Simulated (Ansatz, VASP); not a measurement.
Pd in VASP and in Ansatz

```xyz
2
Lattice="2.7858 0.0000 0.0000 -1.3929 2.4125 0.0000 0.0000 0.0000 4.5579" Properties=species:S:1:pos:R:3 pbc="T T T"
Pd    0.0000    1.6084    1.1395
Pd    1.3929    0.8042    3.4184
```

Alike in both runs: task relaxation of cell and atoms; functional PBEsol; k mesh 12 × 12 × 4; occupations gaussian, width 0.1 eV; no spin polarisation.

|  | VASP | Ansatz |
| --- | --- | --- |
| version | VASP 6.6.1 | Ansatz 0.2.0 |
| potentials or method | VASP PAW PBE potentials, release 64 (Pd) | scalar-relativistic, plane waves, PAW |
| plane-wave cutoff (eV) | 600 | 420 |
| valence electrons in the cell | 20 | 36 |

VASP gave:

| Property | Result |
| --- | --- |
| gap on the k mesh at the Fermi level, each at its own relaxed structure (eV) | none |
| relaxed volume (Å³/atom) | 14.60 |
| relaxed cell length with the largest relative difference (Å) | 4.529 |
| energy change over the relaxation (meV/atom) | -21 |

Q: What did Ansatz give for the same quantities?

A: gap on the k mesh at the Fermi level, each at its own relaxed structure (eV): none; relaxed volume (Å³/atom): 14.62; relaxed cell length with the largest relative difference (Å): 4.532; energy change over the relaxation (meV/atom): -19.

A gap of «none» marks a metal or a gap that the smearing closes. The two sets of potentials don't hold the same shells in valence.

Caveats: the PAW data sets were made with another functional, which shifts forces and pressure a little (VASP).
